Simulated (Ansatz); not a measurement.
**Orbital-resolved density of states of KCl**

```xyz
2
Lattice="0.0000 3.1561 3.1561 3.1561 0.0000 3.1561 3.1561 3.1561 0.0000" Properties=species:S:1:pos:R:3 pbc="T T T"
K     0.0000    0.0000    0.0000
Cl    3.1561    3.1561    3.1561
```

Atom numbers follow the list: K1, Cl2.

Structure: COD 9003114, as refined from experiment and not relaxed.

The calculation used Ansatz 0.2.0, DFT, PBE, all-electron LAPW, scalar-relativistic.

Settings: a Γ-centred 7×7×7 k mesh, Fermi–Dirac smearing of 0.03 eV, basis error target 1 meV/atom, no spin polarisation.

States per eV for one atom of each kind, in 0.4 eV bins named by their centres, from the valence-band top, projected on a minimal set of Löwdin-orthogonalised atomic shells; orbitals are real harmonics on the Cartesian axes, equal curves share a column, and empty bins are left out, as is all above 8.1 eV, near the top of the computed bands.

K1 3p:

```
# E all pz=px=py
-10.9 8.15 2.72
-10.5 6.29 2.10
-0.9 0.01 0.00
-0.5 0.05 0.02
-0.1 0.02 0.01
```

Cl2 3p:

```
# E all pz=px=py
-10.9 0.06 0.02
-10.5 0.02 0.01
-0.9 2.62 0.87
-0.5 7.10 2.37
-0.1 4.69 1.56
5.9 0.01 0.00
6.3 0.02 0.01
6.7 0.03 0.01
7.1 0.04 0.01
7.5 0.06 0.02
7.9 0.05 0.02
```

K1 4s:

```
# E all
-0.9 0.25
-0.5 0.11
5.5 0.05
5.9 0.11
6.3 0.18
6.7 0.30
7.1 0.42
7.5 0.55
7.9 0.44
```
